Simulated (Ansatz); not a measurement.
Relaxing CrO2

All numbers below come from DFT PBE, scalar-relativistic, plane waves, PAW in Ansatz 0.2.0. Cutoff 420 eV, Γ-centred k mesh, Gaussian smearing, collinear spin, first started from parallel moments.

The start is a database structure of CrO2, space group Pnma (No. 62).

```
CELL_PARAMETERS angstrom
9.27945 0.00000 0.00000
0.00000 3.00936 0.00000
0.00000 0.00000 4.76443
ATOMIC_POSITIONS crystal
Cr 0.63965 0.75000 0.52289
Cr 0.13966 0.75000 0.97711
Cr 0.36035 0.25000 0.47711
Cr 0.86035 0.25000 0.02289
O 0.28436 0.75000 0.25866
O 0.78436 0.75000 0.24134
O 0.71564 0.25000 0.74134
O 0.21564 0.25000 0.75866
O 0.45261 0.75000 0.68040
O 0.95261 0.75000 0.81960
O 0.54739 0.25000 0.31960
O 0.04739 0.25000 0.18040
```

Steps on the 2×6×4 mesh (12 atoms). 7 of 8 steps are shown, and the free energy counts from the last. Trial steps that were taken back and renewals of the plane-wave basis can be among the rows.

| step | ΔF (meV/atom) | V (Å³/atom) | P (GPa) | largest force component (eV/Å) |
| --- | --- | --- | --- | --- |
| 1 | 27.9 | 11.09 | -8.41 | 0.431 |
| 2 | 11.4 | 10.78 | -3.62 | 0.245 |
| 3 | 2.6 | 10.56 | 1.02 | 0.205 |
| 4 | -0.7 | 10.59 | 0.28 | 0.186 |
| 5 | -1.6 | 10.63 | 0.05 | 0.037 |
| 6 | 0.1 | 10.63 | -0.25 | 0.037 |
| 8 | 0.0 | 10.62 | 0.00 | 0.031 |

A final relaxation ran on a 4×12×8 mesh. The relaxed crystal, Pnma (No. 62):

```
Cr O
1.0
     9.16988    0.00000    0.00000
     0.00000    2.91294    0.00000
     0.00000    0.00000    4.77052
Cr O
4 8
Direct
  0.63953 0.75000 0.46326
  0.13953 0.75000 0.03674
  0.36047 0.25000 0.53674
  0.86047 0.25000 0.96326
  0.27261 0.75000 0.33162
  0.77261 0.75000 0.16838
  0.72739 0.25000 0.66838
  0.22739 0.25000 0.83162
  0.46714 0.75000 0.69740
  0.96714 0.75000 0.80260
  0.53286 0.25000 0.30260
  0.03286 0.25000 0.19740
```

```
Volume per atom          : 10.62 Å³
Density                  : 4.38 g/cm³
Energy over the elements : -1.86 eV/atom
Gap on the 4×12×8 mesh   : 0 eV (a metal)
Net moment per atom      : 0.67 μB
Largest site moment      : 1.71 μB
```

The zero of energy is the elements' standard structures at the same level (O₂ as a molecule); no fitted shifts are applied.

The final run used a 4×12×8 mesh on its 12-atom cell and 0.10 eV smearing. The k mesh leaves about 4 meV/atom of noise in metals.

Symmetry constrained the relaxation, so the result can be a saddle point.

Cost: 3 runs of about 21 core-minutes in all, on Intel Xeon Platinum 8259CL (Skylake/Cascade Lake) (shared hosts).